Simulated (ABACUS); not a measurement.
# SnO (P4/nmm) in ABACUS: single point with LDA

Aim: the single point of SnO with LDA.

Everything below comes from runs of ABACUS 3.10.1. Logs are shortened: lines on timing, memory, paths and dates and some standing lists are left out, and cuts for length are marked.

## (1) Starting point

Symmetry: P4/nmm, No. 129, tetragonal system. The conventional cell has a = 3.814 Å, b = 3.814 Å, c = 4.887 Å, α = 90.00°, β = 90.00°, γ = 90.00°. Around Sn (site symmetry 4mm) lie 4 O at 2.23 Å. O (site symmetry -4m2) is surrounded by 4 Sn at 2.23 Å.

The cell is a database's computed one.

## (2) Single point, LDA

Input file INPUT:

```
INPUT_PARAMETERS
suffix              SnO
calculation         scf
basis_type          pw
pseudo_dir          ./
symmetry            1
dft_functional      pz
ecutwfc             40
pseudo_rcut         10
nspin               1
nbands              30
ks_solver           dav
smearing_method     fd
smearing_sigma      0.00367493
scf_thr             1e-08
scf_nmax            100
mixing_type         broyden
mixing_beta         0.7
cal_force           1
cal_stress          1
ecutrho             320
out_chg             1
kpar                4
```

Input file STRU:

```
ATOMIC_SPECIES
Sn 118.7100 sn_lda_v1.4.uspp.F.UPF
O 15.9990 o_lda_v1.2.uspp.F.UPF

LATTICE_CONSTANT
1.8897261246

LATTICE_VECTORS
3.8136952200 0.0000000000 0.0000000000
0.0000000000 3.8136952200 0.0000000000
0.0000000000 0.0000000000 4.8869133000

ATOMIC_POSITIONS
Cartesian

Sn
0.0
2
1.9068476100 0.0000000000 3.7366616531 1 1 1
0.0000000000 1.9068476100 1.1502516469 1 1 1

O
0.0
2
0.0000000000 0.0000000000 0.0000000000 1 1 1
1.9068476100 1.9068476100 0.0000000000 1 1 1
```

Input file KPT:

```
K_POINTS
0
Gamma
6 6 5 0 0 0
```

Potentials or basis: GBRV ultrasoft 1.5 LDA, plane waves.

Command:

```
OMP_NUM_THREADS=1 mpirun -np 4 abacus > log
```

running log:

```text
ABACUS v3.10.1

               Atomic-orbital Based Ab-initio Computation at UStc

 ------------------------------------------------------------------------------------

 READING GENERAL INFORMATION
                           global_out_dir = OUT.SnO/
                           global_in_card = INPUT
                               pseudo_dir = ./
                              orbital_dir =
                                    DSIZE = 4
                                    GSIZE = 1

 READING UNITCELL INFORMATION
                                    ntype = 2
                  lattice constant (Bohr) = 1.88973
              lattice constant (Angstrom) = 1

 READING ATOM TYPE 1
                               atom label = Sn
                      L=0, number of zeta = 1
                      L=1, number of zeta = 1
                      L=2, number of zeta = 1
             number of atom for this type = 2

 READING ATOM TYPE 2
                               atom label = O
                      L=0, number of zeta = 1
                      L=1, number of zeta = 1
                      L=2, number of zeta = 1
             number of atom for this type = 2

                        TOTAL ATOM NUMBER = 4
CARTESIAN COORDINATES ( UNIT =       1.889726124600 Bohr ).
    atom                   x                   y                   z     mag                  vx                  vy                  vz
tauc_Sn1            1.9068476100        0.0000000000        3.7366616531  0.0000        0.0000000000        0.0000000000        0.0000000000
tauc_Sn2            0.0000000000        1.9068476100        1.1502516469  0.0000        0.0000000000        0.0000000000        0.0000000000
tauc_O1            0.0000000000        0.0000000000        0.0000000000  0.0000        0.0000000000        0.0000000000        0.0000000000
tauc_O2            1.9068476100        1.9068476100        0.0000000000  0.0000        0.0000000000        0.0000000000        0.0000000000

                          Volume (Bohr^3) = 479.649
                             Volume (A^3) = 71.0765

 Lattice vectors: (Cartesian coordinate: in unit of a_0)
              +3.8137                  +0                  +0
                   +0             +3.8137                  +0
                   +0                  +0            +4.88691
 Reciprocal vectors: (Cartesian coordinate: in unit of 2 pi/a_0)
            +0.262213                  -0                  +0
                   -0           +0.262213                  -0
                   +0                  -0           +0.204628
 The esolver type has been set to : ksdft_pw

                PAO radial cut off (Bohr) = 10

 Read in pseudopotential file is sn_lda_v1.4.uspp.F.UPF
                     pseudopotential type = US
          exchange-correlation functional = PZ
                 nonlocal core correction = 1
                        valence electrons = 14
                                     lmax = 2
                           number of zeta = 3
                     number of projectors = 6
                           L of projector = 0
[... 202 lines left out ...]
 O non-local projectors:
 projector 1 L=0
 projector 2 L=0
 projector 3 L=1
 projector 4 L=1
 projector 5 L=2
      TOTAL NUMBER OF NONLOCAL PROJECTORS = 62

 Init Non-Local PseudoPotential table :
 Init Non-Local-Pseudopotential done.

                                     npwx = 2075

 Make real space PAO into reciprocal space.
       max mesh points in Pseudopotential = 769
     dq(describe PAO in reciprocal space) = 0.01
                                    max q = 763

 number of pseudo atomic orbitals for Sn is 3
WARNING: norm of atomic wavefunction # 3 of atomic type Sn is 0.999983, renormalized

 number of pseudo atomic orbitals for O is 2

 -------------------------------------------
 SELF-CONSISTENT
 -------------------------------------------
                                 init_chg = atomic

 PW ALGORITHM --------------- ION=   1  ELEC=   1--------------------------------

 Density error is 1.45707518641
                          Error Threshold = 0.01
----------------------------------------------------------
     Energy           Rydberg                 eV
----------------------------------------------------------
 E_KohnSham     -381.9596580258      -5196.8277552827
 E_Harris       -397.4834687617      -5408.0400359646
 E_Fermi        0.7345172789         9.9936202730
----------------------------------------------------------
[... 87 lines left out ...]
 Density error is 1.73289971332e-09
                          Error Threshold = 2.08152884073e-10
----------------------------------------------------------
     Energy           Rydberg                 eV
----------------------------------------------------------
 E_KohnSham     -382.4526211379      -5203.5348625113
 E_KS(sigma->0) -382.4525894862      -5203.5344318674
 E_Harris       -382.4523615025      -5203.5313299896
 E_band         -14.8819687184       -202.4795720277
 E_one_elec     -154.4616240900      -2101.5582099575
 E_Hartree      105.3885094981       1433.8842329008
 E_xc           -99.2599128441       -1350.5003976637
 E_Ewald        -234.1195303984      -3185.3596265031
 E_entropy(-TS) -0.0000633035        -0.0008612878
 E_descf        0.0000000000         0.0000000000
 E_exx          0.0000000000         0.0000000000
 E_Fermi        0.6939891989         9.4422074550
----------------------------------------------------------

 charge density convergence is achieved
 final etot is -5203.5348625 eV
 EFERMI = 9.442207455 eV

 STATE ENERGY(eV) AND OCCUPATIONS    NSPIN == 1
 1/8 kpoint (Cartesian) = 0.0000 0.0000 0.0000 (2075 pws)
       1       -12.4170      0.0111111
       2       -11.9971      0.0111111
       3       -11.9971      0.0111111
       4       -11.9961      0.0111111
       5       -11.9454      0.0111111
       6       -11.9406      0.0111111
[... 182 lines left out ...]
      29        20.6240        0.00000
      30        21.8384        0.00000

[... levels at 2 further k points ...]

------------------------------------------------------------------------------------------
 TOTAL-FORCE (eV/Angstrom)
------------------------------------------------------------------------------------------
                       Sn1         0.0000000000         0.0000000000         0.1788333614
                       Sn2         0.0000000000         0.0000000000        -0.1788333614
                        O1         0.0000000000         0.0000000000         0.0000000000
                        O2         0.0000000000         0.0000000000         0.0000000000
------------------------------------------------------------------------------------------

----------------------------------------------------------------
 TOTAL-STRESS (KBAR)
----------------------------------------------------------------
       -33.1021530356         0.0000000000         0.0000000000
         0.0000000000       -33.1021530356         0.0000000000
         0.0000000000         0.0000000000       -28.0762368771
----------------------------------------------------------------
 TOTAL-PRESSURE: -31.426848 KBAR

 --------------------------------------------
 !FINAL_ETOT_IS -5203.5348625112783338 eV
 --------------------------------------------
```

It took 47 s on 4 MPI ranks of Intel Xeon Platinum 8259CL at 2.50GHz (Skylake/Cascade Lake), shared host; peak memory 0.96 GiB.

Results:

```
Free energy            : -5203.5349 eV
Pressure               : -3.1 GPa
Largest force          : 0.179 eV/Å
Band gap on the k mesh : 0.24 eV, indirect (least direct gap 2.04 eV)
```

Forces on the atoms (eV/Å):
```
Sn   0.000  0.000  0.179
Sn   0.000  0.000 -0.179
O    0.000  0.000  0.000
O    0.000  0.000  0.000
```

Stress tensor (GPa, compression positive):
```
-3.31  0.00  0.00
 0.00 -3.31  0.00
 0.00  0.00 -2.81
```

Caveat: spin-orbit coupling is left out, which moves the levels of the heavy elements; an odd mesh through Γ misses points on the zone boundary, where band edges often lie. A hybrid or GW would open this gap; LDA tends to underestimate it.
